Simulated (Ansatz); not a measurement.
# Al2O3: the cost of one run

Method: DFT PBEsol, scalar-relativistic, plane waves, PAW, in Ansatz 0.2.0.

That is the level of the relaxation; later steps name their own.

2 further runs of the same task are left out: 2 set aside as unsound or not needed.

## Step 1: The starting structure

Symmetry: R-3c, No. 167, trigonal system. The conventional cell has a = 4.774 Å, b = 4.774 Å, c = 13.015 Å, α = 90.00°, β = 90.00°, γ = 120.00°. Al (site symmetry 3) has 6 O at 1.86 to 1.97 Å as nearest neighbours. Around O (site symmetry 2) lie 4 Al at 1.86 to 1.97 Å.

Coordinates:

```xyz
10
Lattice="2.3869 1.3781 4.3382 -2.3869 1.3781 4.3382 0.0000 -2.7561 4.3382" Properties=species:S:1:pos:R:3 pbc="T T T"
Al    0.0000    0.0000    4.5822
Al    0.0000    0.0000    1.9251
Al    0.0000    0.0000    8.4323
Al    0.0000    0.0000   11.0894
O    -0.9268    1.3781    7.5918
O    -0.7300   -1.4917    7.5918
O     1.6569    0.1136    7.5918
O     0.9268   -1.3781    5.4227
O     0.7300    1.4917    5.4227
O    -1.6569   -0.1136    5.4227
```

It is the result of an earlier relaxation at this level (volume 8.56 Å³/atom; gap on the mesh: 6.03 eV).

## Step 2: Band edges over the whole zone

Input file input.yaml:

```yaml
crystal:
  lattice:
    - [2.3868884056, 1.3780706618, 4.3381689988]
    - [-2.3868884056, 1.3780706618, 4.3381689988]
    - [0.0, -2.7561413286, 4.3381689972]
  atoms:
    - { symbol: Al, position: [0.3520829983, 0.3520829983, 0.3520829983] }
    - { symbol: Al, position: [0.1479170017, 0.1479170017, 0.1479170017] }
    - { symbol: Al, position: [0.6479170017, 0.6479170017, 0.6479170017] }
    - { symbol: Al, position: [0.8520829983, 0.8520829983, 0.8520829983] }
    - { symbol: O, position: [0.5558520583, 0.9441479417, 0.25] }
    - { symbol: O, position: [0.25, 0.5558520583, 0.9441479417] }
    - { symbol: O, position: [0.9441479417, 0.25, 0.5558520583] }
    - { symbol: O, position: [0.4441479417, 0.0558520583, 0.75] }
    - { symbol: O, position: [0.75, 0.4441479417, 0.0558520583] }
    - { symbol: O, position: [0.0558520583, 0.75, 0.4441479417] }
basis:
  ecutwfc: 420
kpoints:
  mp_grid: { grid: [6, 6, 6] }
  band_path: { path: [VBM, CBM], npoints: 2 }
hamiltonian:
  xc: pbesol
scf:
  occupations: { method: gaussian, width: 0.02 }
output:
  forces: true
  stress: true
  eigenvalues: true
```

Launch:

```console
$ ansatz run input.yaml --threads 2 --pin off --max-ram 5120MiB --backend cpu --events-out ev --progress --plain --runs-dir out
```

What time and memory should one allow on 2 threads of Intel Xeon at 2.10GHz (Emerald Rapids), shared host?

About 15 s, with a peak of 0.41 GiB.
